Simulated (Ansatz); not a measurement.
Predict the output of the script below (the Ansatz DFT code, driven from Python).

Input file `mgte.yaml`:
```yaml
crystal:
  lattice:
    - [0.0, 3.231999, 3.231999]
    - [3.231999, 0.0, 3.231999]
    - [3.231999, 3.231999, 0.0]
  atoms:
    - { symbol: Mg, position: [0.0, 0.0, 0.0] }
    - { symbol: Te, position: [0.75, 0.75, 0.75] }
kpoints:
  mp_grid: { kspacing: 0.4 }
hamiltonian:
  xc: pbe
scf:
  occupations: { method: fixed }
basis:
  ecutwfc: 470
output:
  forces: true
elastic:
  mode: relaxed_ion
```

The script, `convert_mgte.py`:
```python
import ansatz as az

calc = az.Calculation.from_yaml("mgte.yaml")
print(calc.to_python())
```

```console
$ python convert_mgte.py
(
    az.Lattice.of(((0.0, 3.231999, 3.231999), (3.231999, 0.0, 3.231999), (3.231999, 3.231999, 0.0)))
    .atom("Mg", (0.0, 0.0, 0.0))
    .atom("Te", (0.75, 0.75, 0.75))
    .calculation()
    .basis(cutoff=470.0)
    .kpoints(spacing=0.4)
    .functional("pbe")
    .occupations(method="fixed")
    .elastic(mode="relaxed_ion")
    .forces()
)
```

The input is only written out: it wasn't run, and its settings aren't tested. The structure comes from a database and needn't be a stable phase.
